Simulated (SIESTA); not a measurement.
# CuI (Marshite) under changes of volume

One of the cells (27.859 Å³/atom); the others are scaled copies at fixed shape and fractional positions:

```
CELL_PARAMETERS angstrom
0.00000 3.03150 3.03150
3.03150 0.00000 3.03150
3.03150 3.03150 0.00000
ATOMIC_POSITIONS crystal
I 0.00000 0.00000 0.00000
Cu 0.75000 0.75000 0.75000
```

| Quantity | Value |
| --- | --- |
| Program | SIESTA 5.4.2 |
| Functional | LDA |
| Potentials or basis | PseudoDojo 0.4 standard (LDA files) |
| Basis | DZP (energy shift 0.003 Ry; two zetas on semicore shells) |
| Grid cutoff | 800 Ry |
| Energy shift | 0.003 Ry |
| k mesh | 8 × 8 × 8 |
| Occupations | fermi-dirac, width 0.05 eV |
| Spin | no spin polarisation |

```tsv
volume (Å³/atom)	energy over the lowest point (meV/atom)	pressure (GPa)	gap on the mesh (eV)
26.188	0.00	-0.8	1.75
26.745	4.52	-1.8	1.66
27.302	?	?	?
27.859	23.21	-3.5	1.50
28.417	36.62	-4.2	1.43
28.974	52.30	-4.8	1.36
29.531	69.98	-5.3	1.29
```

Problem. What does the run at 27.302 Å³/atom give?

Solution. Energy over the lowest point 12.38 meV/atom; pressure -2.7 GPa; gap on the mesh 1.58 eV.

Worked out: A Birch-Murnaghan fit of order 3 (a polynomial in V^(-2/3)) to the other rows has its minimum at 25.81 Å³/atom, just outside them, with B0 = V·E''(V) = 55 GPa and B' = 4.9. It gives 12.39 meV/atom at 27.302 Å³/atom, against the run's 12.38, and -dE/dV = -2.7 GPa, against -2.7. A straight line through the other rows of the gap, of slope -3.81 eV per unit of ln V (its deformation potential), gives 1.58 eV, against the run's 1.58.

Energies are extrapolated to zero smearing.

Caveats: short orbitals over semicore shells can move pressures by several GPa; spin-orbit coupling is left out, which moves the levels of the heavy elements; the basis of atomic orbitals isn't converged, which shifts pressures, moduli and gaps.

A mesh can miss the band edges.
